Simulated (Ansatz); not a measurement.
Theory: DFT PBE, scalar-relativistic, plane waves, PAW (Ansatz 0.2.0). Settings: cutoff 420 eV, Γ-centred meshes spaced at most about 0.3 Å⁻¹, and about 0.25 Å⁻¹ or finer for metals (2π included), Gaussian smearing. No spin polarisation.

Temperature and zero-point effects are left out.

Two forms of HfSi3O2 were relaxed alike.

A.

```xyz
12
Lattice="1.8658 -12.3805 0.0000 1.8658 12.3805 0.0000 0.0000 0.0000 3.7332" Properties=species:S:1:pos:R:3 pbc="T T T"
Hf    1.8658    8.4522    2.7999
Hf    1.8658   -8.4522    0.9333
Si    1.8658    6.1908    0.9333
Si    1.8658   -6.1908    2.7999
Si    1.8658   -1.2150    2.7999
Si    1.8658   11.1641    0.9333
Si    1.8658    1.2150    0.9333
Si    1.8658  -11.1641    2.7999
O     1.8658   -2.9681    2.7999
O     1.8658    9.4128    0.9333
O     1.8658    2.9681    0.9333
O     1.8658   -9.4128    2.7999
```

B.

```xyz
6
Lattice="5.3165 -2.0117 0.0000 5.3165 2.0117 0.0000 -4.4827 0.0000 5.4532" Properties=species:S:1:pos:R:3 pbc="T T T"
Hf    1.6261    0.0000    3.3060
Si    3.1235    0.0000    0.9769
Si   -3.3285    0.0000    5.2093
Si    9.7317    0.0000    0.9798
O     7.4107    0.0000    3.4067
O    -0.1125    0.0000    2.4808
```

Task: Which form is favoured at zero pressure, and by what margin per atom?

Result: A is lower, by 122 meV/atom. A has space group Cmcm (No. 63), 14.4 Å³/atom and no gap on its mesh; B has space group Cm (No. 8), 19.4 Å³/atom and no gap. The shortest distance is 1.75 Å (Si–O) in A and 1.70 Å (Si–O) in B. B holds Si–Si nets (shortest 2.32 Å); in A the shortest Si–Si distance is 2.64 Å, near bonding range too. In A, Hf has 4 O at 2.10 Å and 4 Si at 2.93 Å; Si on its first site has 4 Si at 2.64 Å, 4 Hf at 2.93 Å and 2 O at 3.22 Å; around O on its first site lie 1 Si at 1.75 Å, 2 Hf at 2.10 Å, 4 O at 2.64 Å and 5 Si at 3.17–3.22 Å; 3 more sites not described. In B, around Hf lie 1 O at 1.92 Å, 2 O at 2.07 Å and 3 Si at 2.77–2.79 Å; Si on its first site is surrounded by 3 Si at 2.32–2.39 Å and 1 Hf at 2.77 Å; O on its first site is surrounded by 1 Si at 1.81 Å and 2 Hf at 2.07 Å; 3 more sites not described. Both come from invented guesses.

Weakly bound directions are ill-defined at this level, which has no dispersion term (Cmcm), and this can change margins and order among such cells. Spin–orbit coupling, which can matter for Hf, is left out. Cells relaxed within their symmetry can be saddle points.
